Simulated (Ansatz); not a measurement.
## A computed series for NaBr: response to strain

Base system: NaBr in the rock salt structure (space group Fm-3m, No. 225; a = 5.948 Å). Axes: x, y, z lie along the cube axes.

Strains are applied to the cell and any free atomic positions relax.

All numbers come from r2SCAN (Ansatz, an electronic-structure program; PAW; 500 eV plane waves; no SOC).

Candidates:
(a) uniaxial strain ε_xx = +1.05 %
(b) uniaxial strain ε_xx = +2.88 %
(c) uniaxial strain ε_yy = −3.73 %

Before the change:

The band gap is 4.98 eV.

Order them by band gap, lowest first.

(b) uniaxial strain ε_xx = +2.88 % (4.88 eV), (a) uniaxial strain ε_xx = +1.05 % (4.94 eV), (c) uniaxial strain ε_yy = −3.73 % (5.10 eV)

No phonon test of stability was made.
